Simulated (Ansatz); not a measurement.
AlCo3: which magnetic state is lowest?

Method: Ansatz 0.2.0, DFT r2SCAN, scalar-relativistic, plane waves, PAW.

```yaml
crystal:
  lattice:
    - [3.57495, 0.00000, 0.00000]
    - [0.00000, 3.57495, 0.00000]
    - [0.00000, 0.00000, 3.57495]
  atoms:
    - { symbol: Al, position: [0.00000, 0.00000, 0.00000] }
    - { symbol: Co, position: [0.50000, 0.50000, 0.00000] }
    - { symbol: Co, position: [0.50000, 0.00000, 0.50000] }
    - { symbol: Co, position: [0.00000, 0.50000, 0.50000] }
```

- plane-wave cutoff: 500 eV
- Γ-centred k-mesh: 12×12×12
- occupation rule: Gaussian smearing, 0.1 eV
- list of starting moments (μB, in atom order): 0 3 3 3
- check for lower electronic states after the SCF: off

All runs keep this geometry, which isn't relaxed for the lowest state (largest force there 0.695 eV/Å, pressure 1.8 GPa) and needn't be a stable compound; relaxing each order would shift the differences by some 40 meV/atom, going by the pressures and a bulk modulus of about 150 GPa. A propagation vector, in units of the reciprocal vectors, doubles the cell, which takes an equally dense mesh. r2SCAN tends to overstate moments in metals, so a weak moment here may be absent in the real material. Site moments are spin moments in atom-centred spheres that scale with the neighbour distance. The states are those that the runs reached from these starts; a lower one can exist.

Q: Order the starts by the energy of the state that they reach, lowest first.
A. antiferromagnetic, doubled cell, propagation vector (0, 0, 1/2)
B. no spin
C. ferromagnetic

A: A (0.00 meV/atom), C (16.8 meV/atom), B (204 meV/atom).

| start | ends | energy above lowest (meV/atom) | site moments (μB) | gap on mesh (eV) | P (GPa) |
| --- | --- | --- | --- | --- | --- |
| no spin | non-magnetic | 204 | none over 0.05 | metal | -13.1 |
| ferromagnetic | ferromagnetic | 16.8 | Al -0.12, Co +1.58 (×3) | metal | -2.9 |
| antiferromagnetic, doubled cell, propagation vector (0, 0, 1/2) | antiferromagnetic | 0.00 | Co +1.53, Co +1.63 (×2), Co -1.53, Co -1.63 (×2) | metal | 1.8 |